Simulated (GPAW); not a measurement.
Crystal: FeO (Wuestite).

```
Fe O
1.0
     1.51882    0.87689    2.51958
    -1.51882    0.87689    2.51958
     0.00000   -1.75378    2.51958
Fe O
1 1
Direct
  0.00000 0.00000 0.00000
  0.50000 0.50000 0.50000
```

Base run:

| Item | Value |
| --- | --- |
| Program | GPAW 26.7.0 |
| Functional | PBEsol |
| Potentials or basis | PAW data sets generated in the run's folder for this functional |
| Cutoff | 800 eV |
| Basis | pw |
| k mesh | 8 × 8 × 8 |
| Occupations | fermi-dirac, width 0.05 eV |
| Spin | collinear spin, ferromagnetic start |
| Starting moments | [3.0, 0.0] μB |
| Hubbard terms | Fe d U = 8 eV |

Its results: pressure -3.1 GPa; net moment 4.06 μB per cell; site moments Fe +3.89; O +0.13 μB.

Q: The run is repeated on the same cell with these changes: hubbard terms from Fe d U = 8 eV to none. What comes out?

A: Pressure -7.9 GPa; net moment 4.00 μB per cell; site moments Fe +3.54; O +0.24 μB.

Caveats: a cell with one magnetic atom can't hold antiferromagnetic order, which such compounds often take.
